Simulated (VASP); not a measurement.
The system is BAs.

```
B As
1.0
     0.00000    2.38850    2.38850
     2.38850    0.00000    2.38850
     2.38850    2.38850    0.00000
B As
1 1
Direct
  0.00000 0.00000 0.00000
  0.25000 0.25000 0.25000
```

| Quantity | Value |
| --- | --- |
| Program | VASP 6.6.1 |
| Task | relaxation of cell and atoms |
| Functional | LDA |
| Potentials or basis | VASP PAW LDA potentials, release 64 (B, As) |
| Cutoff | 600 eV |
| k mesh | 10 × 10 × 10 |
| Occupations | gaussian, width 0.03 eV |
| Spin | no spin polarisation |

At the start: pressure -3.1 GPa; volume 13.63 Å³/atom.

**Question.** How do energy, volume and symmetry change on relaxing?

**Answer.** Over 3 steps the energy falls by 2.9 meV/atom and the volume is 13.33 Å³/atom (-2.2 %); space group F-43m (No. 216, to 0.05 Å).

The path:
```tsv
step	energy change (eV)	largest force (eV/Å)	pressure (GPa)	volume (Å³)
1	0.0000	0.0000	-3.09	27.25
2	-0.0025	0.0000	2.51	26.23
3	-0.0058	0.0000	-0.01	26.66
```

Final structure:
```cif
data_structure
_symmetry_space_group_name_H-M 'P 1'
_symmetry_Int_Tables_number 1
_cell_length_a 3.3533
_cell_length_b 3.3533
_cell_length_c 3.3533
_cell_angle_alpha 60.000
_cell_angle_beta 60.000
_cell_angle_gamma 60.000
_cell_volume 26.66
loop_
_atom_site_label
_atom_site_type_symbol
_atom_site_fract_x
_atom_site_fract_y
_atom_site_fract_z
_atom_site_occupancy
B1 B 0.00000 0.00000 0.00000 1
As1 As 0.25000 0.25000 0.25000 1
```
